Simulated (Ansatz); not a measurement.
Born–Oppenheimer molecular dynamics of a periodic cell of 12 atoms, TiO₂ (start crystal TiO2, start structure I4/m, volume 1.15 times the crystal's). It starts from an unrelaxed structure (largest force component 1.02 eV/Å).

All numbers below come from Ansatz, DFT PBE, scalar-relativistic, plane waves, PAW. Settings: PAW set soft_1, cutoff 420 eV, k mesh 3x3x2, fermi-dirac smearing 0.24 eV, no spin polarisation.

| Quantity | Value |
| --- | --- |
| ensemble | NVT, Langevin thermostat |
| time step | 0.75 fs |
| steps asked | 80 |
| set temperature | 2800 K |
| friction | 0.02 /fs |
| seed | 350146 |

First frame:

```xyz
12
Lattice="-4.5582 4.5582 1.9776 4.5582 -4.5582 1.9776 4.5582 4.5582 -1.9776" Properties=species:S:1:pos:R:3
Ti 0.026 2.665 0.000
Ti 6.452 0.026 0.000
Ti -1.894 4.532 1.978
Ti 4.532 1.894 1.978
O 1.375 4.548 0.000
O 3.103 -3.084 1.978
O 4.569 1.375 0.000
O 1.474 1.455 0.000
O 3.084 3.103 1.978
O -0.010 3.184 1.978
O 1.455 7.643 0.000
O 3.184 0.010 1.978
```

What does the run give?

All steps were run.

```
steps done                                               : 80
time covered                                             : 60 fs
mean temperature over the second half                    : 1826 K
spread of the potential energy over the second half      : 24.6 meV per atom
mean potential energy of the second half above the start : 160.1 meV per atom
```

The mean temperature of the second half is 35 % below the set value. A run of 0.06 ps of so small a system gives no equilibrium averages. Limits of this set-up: coarse k mesh.

What happens to the structure?

Mean squared displacements from the first frame to the last, about the centre of mass: Ti 0.10 Å², O 0.11 Å². The details hang on the random start.

How do temperature and energy run in time?


```csv
time (fs),T (K),potential energy less start (eV)
0.0,2567,0.000
3.0,2363,0.014
6.0,2733,0.255
9.0,1995,0.691
12.0,1470,1.060
15.0,1420,1.417
18.0,1317,1.715
21.0,1605,1.944
24.0,1386,2.101
27.0,1450,2.233
30.0,1517,2.178
33.0,1751,1.907
36.0,2065,1.561
39.0,2198,1.430
42.0,2014,1.548
45.0,1781,1.815
48.0,1621,2.110
51.0,1499,2.323
54.0,1616,2.210
57.0,1844,2.097
60.0,1823,2.146
```

The run took 14 min on 1 thread of Arm Neoverse V2, with other jobs on the host, peak memory 0.47 GiB.
